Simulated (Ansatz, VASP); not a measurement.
**Sc2MnSe4 in two plane-wave programs**

One calculation is typed for both programs; each brings its own data sets. How far apart do they land? The cell is taken from a series of runs on this material, whose earlier steps may have relaxed, scaled, displaced or heated it; both programs get it as it stands.

Method: plane waves, with VASP 6.6.1 beside it; relaxation of cell and atoms at r2SCAN, in Ansatz 0.2.0.

### Step 1. The structure

Symmetry: Fd-3m, No. 227, cubic system. The conventional cell has a = 11.127 Å, b = 11.127 Å, c = 11.127 Å, α = 90.00°, β = 90.00°, γ = 90.00°. Nearest to Sc lie 6 Se at 2.71 Å. Nearest to Mn lie 4 Se at 2.53 Å. Se has 1 Mn at 2.53 Å and 3 Sc at 2.71 Å nearest. Farther neighbours and most contacts between anions are not listed.

### Step 2. Ansatz: relaxation of cell and atoms, r2SCAN

Ansatz runs on its default PAW (the set named soft_2) files.

The relaxed volume is the usual yardstick between codes: in a stiff, nearly cubic crystal its relative difference is about their pressure difference at one cell divided by the bulk modulus.

The input, input.yaml:

```yaml
crystal:
  lattice:
    - [0.0, 5.5634090067, 5.5634090067]
    - [5.5634090067, 0.0, 5.5634090067]
    - [5.5634090067, 5.5634090067, 0.0]
  atoms:
    - { symbol: Sc, position: [0.125, 0.125, 0.125] }
    - { symbol: Sc, position: [0.625, 0.125, 0.125] }
    - { symbol: Sc, position: [0.125, 0.625, 0.125] }
    - { symbol: Sc, position: [0.125, 0.125, 0.625] }
    - { symbol: Mn, position: [0.5, 0.5, 0.5], spin: 4.0 }
    - { symbol: Mn, position: [0.75, 0.75, 0.75], spin: -4.0 }
    - { symbol: Se, position: [0.36860372, 0.89418883, 0.36860372] }
    - { symbol: Se, position: [0.88139628, 0.88139628, 0.35581117] }
    - { symbol: Se, position: [0.35581117, 0.88139628, 0.88139628] }
    - { symbol: Se, position: [0.88139628, 0.88139628, 0.88139628] }
    - { symbol: Se, position: [0.89418883, 0.36860372, 0.36860372] }
    - { symbol: Se, position: [0.36860372, 0.36860372, 0.36860372] }
    - { symbol: Se, position: [0.36860372, 0.36860372, 0.89418883] }
    - { symbol: Se, position: [0.88139628, 0.35581117, 0.88139628] }
kpoints:
  mp_grid: { grid: [4, 4, 4] }
hamiltonian:
  xc: r2scan
scf:
  occupations: { method: gaussian, width: 0.02 }
output:
  forces: true
  stress: true
  eigenvalues: true
  populations: true
  write_density: true
  write_potential: true
  elf: true
  volumetric_format: npy
magnetization:
  spin_polarized: true
relax:
  adjacent_minimum: "off"
  f_tol: 0.005
  max_steps: 60
  cell: { stress_tol: 0.03 }
```

The run is started by

```sh
> ansatz run input.yaml --threads 8 --pin off --max-ram 16384MiB --backend cpu --events-out ev --progress --plain --runs-dir out
```

Numbers of over 12 decimals in the logs are rounded to 6 here.

What it wrote:

```text
Engine: ansatz 0.2.0, aarch64-unknown-linux-gnu
Pseudopotentials: kind: paw
Pseudopotential: Sc, paw, valence charge 11, recommended cutoff 500 eV (meta_gga), Sc.paw.azcp
Pseudopotential: Mn, paw, valence charge 15, recommended cutoff 500 eV (meta_gga), Mn.paw.azcp
Pseudopotential: Se, paw, valence charge 16, recommended cutoff 500 eV (meta_gga), Se.paw.azcp
Functional definition: r2SCAN
  parameter k0 = 0.174
  parameter k1 = 0.065
  parameter a1 = 4.9479
  exchange = r2scan_x(k0 = k0, k1 = k1, a1 = a1)
  correlation = r2scan_c
Crystal: 14 atoms, lattice volume = 344.392 Å³
Basis set: ecut = 500 eV, 8801 PW (Γ), exchange–correlation on 240×240×240 points (64 copies of the dense FFT grid, shifted against one another)
Bands: 126, of which v1, the nominal top of the filled ones, is band 101 counted from 1 (100 counted from 0)
Symmetry: 24 space group operations
Space group: F-43m (ITA 216), of the structure as read, at distance tolerance 7.0e-5 Å
Magnetic group: BNS 227.130 (UNI 1632), of the structure as read, at distance tolerance 7.0e-5 Å
k-points: 8 of 64 (time reversal used)
Non-local potential: Sc, projectors of the file, l = 0: 3, l = 1: 2, l = 2: 3, l = 3: 1
Non-local potential: Mn, projectors of the file, l = 0: 3, l = 1: 2, l = 2: 3, l = 3: 1
Non-local potential: Se, projectors of the file, l = 0: 2, l = 1: 2, l = 2: 3, l = 3: 1
PAW form: soft (Blöchl's): semilocal exchange-correlation on the pseudo side does not see the compensation charge
PAW frozen core: Sc, regenerated for the run's functional (the file was generated under x = pbe(κ = 0.804, μ = 0.219515), c = pbe(β = 0.066725))
PAW frozen core: Mn, regenerated for the run's functional (the file was generated under x = pbe(κ = 0.804, μ = 0.219515), c = pbe(β = 0.066725))
PAW frozen core: Se, regenerated for the run's functional (the file was generated under x = pbe(κ = 0.804, μ = 0.219515), c = pbe(β = 0.066725))
PAW one-centre angular grid: Sc, 590 points (default); XC on 160 Gauss nodes
PAW one-centre angular grid: Mn, 590 points (default); XC on 160 Gauss nodes
PAW one-centre angular grid: Se, 590 points (default); XC on 160 Gauss nodes
Initial density: superposition of atomic densities (chi_scale 0.1, normalization cell, long waves kept (reshape's long-wave potential 0.00 eV rms))
Starting moments: Σ|m| = 8 μB on 2 of 14 sites
Starting magnetic order: antiferromagnet; an inversion exchanges its spin sublattices: spin-degenerate at every k-point
Initial wavefunctions: pseudopotential atomic-orbital guess
Functional: x = r2scan, c = r2scan; τ floored in thin density (d = 2e-4 eV/Å³)
SCF iter   1: F=—  HF=-60220.879058 eV  |F-HF|=—  |Δ(HF+E_count)|=         —  Δρ=4.62e-2 (↑4.62e-2 ↓4.62e-2)  dr2=2.41e1  dr2_τ=6.68e-2  dr2_m=1.60e0  M=0.000 μB ∫|m|=9.412 μB  β_m=0.30  ethr=3.10e-3  ⟨swp⟩=5.0  Hψ=6082  notcnv=0  defer=17
Mixer restart at iter 1: flushing history
preconditioner: auto → Resta (q_TF=auto, 2.496 Å⁻¹)  ε∞=7.3  [insulator: Δε(μ)=0.560 eV  Ē_g=6.872 eV  σ=0.020 eV  W_gap=1.00  n_scr=88 (ndim 8)  ℏωp=17.2 eV  f_vac=0.023  D(μ)=0.00/eV (n_scr^D=0)  ε∞_Penn≈7.3]
spin=Collinear: Resta preconditioning applied to the charge; magnetization (m = ρ↑ − ρ↓) channel mixes plain (no charge-response kernel on spin).
SCF iter   2: F=—  HF=-60218.909390 eV  |F-HF|=—  |Δ(HF+E_count)|=    1.97e0  Δρ=2.43e-2 (↑2.43e-2 ↓2.43e-2)  dr2=5.35e0  dr2_τ=4.62e-2  dr2_m=7.90e-1  M=0.000 μB ∫|m|=9.665 μB  β_m=0.30  ethr=3.10e-3  ⟨swp⟩=3.0  Hψ=4130  notcnv=0  defer=298  κ⁻¹=1.0e0(r=1)
SCF iter   3: F=—  HF=-60218.834040 eV  |F-HF|=—  |Δ(HF+E_count)|=   7.54e-2  Δρ=1.11e-2 (↑1.11e-2 ↓1.11e-2)  dr2=9.83e-1  dr2_τ=1.05e-2  dr2_m=1.52e-1  M=0.000 μB ∫|m|=9.781 μB  β_m=0.30  ethr=2.65e-3  ⟨swp⟩=3.1  Hψ=2942  notcnv=0  defer=276  κ⁻¹=2.0e-2(r=2)
SCF iter   4: F=—  HF=-60218.898901 eV  |F-HF|=—  |Δ(HF+E_count)|=   6.49e-2  Δρ=4.47e-3 (↑4.47e-3 ↓4.47e-3)  dr2=2.35e-1  dr2_τ=1.29e-3  dr2_m=5.42e-3  M=0.000 μB ∫|m|=9.871 μB  β_m=0.30  ethr=4.86e-4  ⟨swp⟩=3.1  Hψ=3254  notcnv=0  defer=272  κ⁻¹=5.4e-3(r=3)
SCF iter   5: F=—  HF=-60218.957725 eV  |F-HF|=—  |Δ(HF+E_count)|=         —  Δρ=1.65e-3 (↑1.65e-3 ↓1.65e-3)  dr2=4.41e-2  dr2_τ=2.42e-4  dr2_m=1.70e-3  M=0.000 μB ∫|m|=9.918 μB  β_m=0.30  ethr=1.16e-4  ⟨swp⟩=2.3  Hψ=3786  notcnv=0  defer=276
Mixer restart at iter 5: flushing history
SCF iter   6: F=—  HF=-60218.955510 eV  |F-HF|=—  |Δ(HF+E_count)|=   2.21e-3  Δρ=1.40e-3 (↑1.40e-3 ↓1.40e-3)  dr2=3.38e-2  dr2_τ=1.47e-4  dr2_m=1.02e-3  M=0.000 μB ∫|m|=9.917 μB  β_m=0.30  ethr=2.18e-5  ⟨swp⟩=2.0  Hψ=2168  notcnv=0  defer=286  κ⁻¹=1.0e0(r=1)
SCF iter   7: F=—  HF=-60218.956804 eV  |F-HF|=—  |Δ(HF+E_count)|=   1.29e-3  Δρ=4.84e-4 (↑4.84e-4 ↓4.84e-4)  dr2=7.15e-3  dr2_τ=3.86e-5  dr2_m=4.16e-5  M=0.000 μB ∫|m|=9.918 μB  β_m=0.30  ethr=1.67e-5  ⟨swp⟩=2.2  Hψ=2648  notcnv=0  defer=286  κ⁻¹=4.5e-2(r=2)
[...]
E_nonlocal   = -3943.349715
  E_hartree    = 13273.100389
  E_xc         = -1411.816443
  E_vxc        = -1740.267994  (∫ρ·V_xc dr)
  E_paw        = -21884.312130  (= ΣΔE_a)
  E_vpaw       = 530.475492  (= ΣTr[D̂ρ^β])
  E_aug_tail   = -0.001669  (compensation charges beyond the density's cutoff)
  E_vtau       = 100.194607  (kinetic-family band-sum trace: ∫τ·v_τ [+ j·A + Jᵃ·Aᵃ] dr)
  E_ewald      = -20115.036496
  E_core_change = -15.638216  (= ΣΔE_core)
  E_smearing   = -0.000000  (= −TS)
  E_closure    = -0.000000  (closes the sum)
  Σ components = -60218.957946   (vs F -60218.957946, Δ=0.00e0)
--- Forces (eV/Å), atoms counted from 1 ---
  atom   1  Sc    -0.00000005    -0.00000005    -0.00000005
  atom   2  Sc    -0.00000005     0.00000005     0.00000005
  atom   3  Sc     0.00000005    -0.00000005     0.00000005
  atom   4  Sc     0.00000005     0.00000005    -0.00000005
  atom   5  Mn    -0.00000000     0.00000000     0.00000000
  atom   6  Mn     0.00000000    -0.00000000    -0.00000000
  atom   7  Se     0.00095028    -0.00095028     0.00095028
  atom   8  Se    -0.00095028    -0.00095028     0.00095028
  atom   9  Se     0.00095028    -0.00095028    -0.00095028
  atom  10  Se     0.00095028     0.00095028     0.00095028
  atom  11  Se    -0.00095028     0.00095028     0.00095028
  atom  12  Se    -0.00095028    -0.00095028    -0.00095028
  atom  13  Se     0.00095028     0.00095028    -0.00095028
  atom  14  Se    -0.00095028     0.00095028    -0.00095028
  max |Σ_I F_I| component: 1.59e-17 eV/Å
--- Stress (GPa, compression-positive) ---
       -0.001361      -0.000000      -0.000000
        0.000000      -0.001361       0.000000
       -0.000000       0.000000      -0.001361
  P = ⅓ Tr σ = -0.0014 GPa (-0.014 kbar)
--- Band table (eV; the first three rows and the last of 16) ---
  k-point 0 ↑: bands = [... 97 lower, 6.3292, 7.5364, 7.5364, 7.5364, 8.8593, 9.0418, 9.0418, 9.9065, ... 21 higher]
  k-point 1 ↑: bands = [... 97 lower, 6.5148, 6.7513, 7.3987, 7.3987, 9.1887, 9.3318, 9.3318, 9.8381, ... 21 higher]
  k-point 2 ↑: bands = [... 97 lower, 6.7752, 6.7752, 7.1637, 7.1637, 9.4972, 9.6130, 9.6130, 9.8479, ... 21 higher]
  k-point 7 ↓: bands = [... 97 lower, 6.4820, 6.6872, 6.7099, 6.7101, 9.6124, 9.7658, 9.8043, 9.8285, ... 21 higher]
--- Relaxed structure (3 steps of the walk, 2 accepted, 1 SCFs on fresh bases) ---
  F+E_penalty+E_count = -60218.95794575 eV   max|allowed force component| = 9.503e-4 eV/Å   (the final SCF, on the basis selected at the relaxed cell)
  cell:  # Å, volume = 343.6503 Å³
    - [0, 5.559412, 5.559412]
    - [5.559412, 0, 5.559412]
    - [5.559412, 5.559412, 0]
  atoms:
    - { symbol: Sc, position: [0.125000, 0.125000, 0.125000] }
    - { symbol: Sc, position: [0.625000, 0.125000, 0.125000] }
    - { symbol: Sc, position: [0.125000, 0.625000, 0.125000] }
    - { symbol: Sc, position: [0.125000, 0.125000, 0.625000] }
    - { symbol: Mn, position: [0.5, 0.5, 0.5] }
    - { symbol: Mn, position: [0.750000, 0.750000, 0.750000] }
    - { symbol: Se, position: [0.368562, 0.894313, 0.368562] }
    - { symbol: Se, position: [0.881438, 0.881438, 0.355687] }
    - { symbol: Se, position: [0.355687, 0.881438, 0.881438] }
    - { symbol: Se, position: [0.881438, 0.881438, 0.881438] }
    - { symbol: Se, position: [0.894313, 0.368562, 0.368562] }
    - { symbol: Se, position: [0.368562, 0.368562, 0.368562] }
    - { symbol: Se, position: [0.368562, 0.368562, 0.894313] }
    - { symbol: Se, position: [0.881438, 0.355687, 0.881438] }
--- Löwdin populations: 14 sites ---
  site symbol       q [e]    m [muB]
     0     Sc     10.0622     0.0000
     1     Sc     10.0622     0.0000
     2     Sc     10.0622     0.0000
     3     Sc     10.0622     0.0000
     4     Mn     13.8715     4.6254
     5     Mn     13.8715    -4.6254
     6     Se     16.6835     0.0300
     7     Se     16.6835    -0.0300
     8     Se     16.6835    -0.0300
     9     Se     16.6835    -0.0300
    10     Se     16.6835     0.0300
    11     Se     16.6835     0.0300
    12     Se     16.6835     0.0300
    13     Se     16.6835    -0.0300
  spilling = 0.002676 (of n_electrons = 202.000000)
```

In the SCF lines HF is the Harris–Foulkes energy and dr2 the Hartree energy of the density residual, in eV; the loop may stop once dr2 is under the threshold and the program's other checks hold. Hψ counts applications of the Hamiltonian.

(Continued in part 2 of 2.)

[Lines on the potential files, build, host, timing and source positions are cut from VASP's logs without a mark.]

[Logs are printed without paths, hosts, clocks, repeated set-up lines and the standing remarks that a program may print on its own settings, such as how far it seeks lower states.]

[Hosts, paths, dates, database ids (printed as entryN), source tags and the programs' standing remarks are cut or masked in the printed files.]
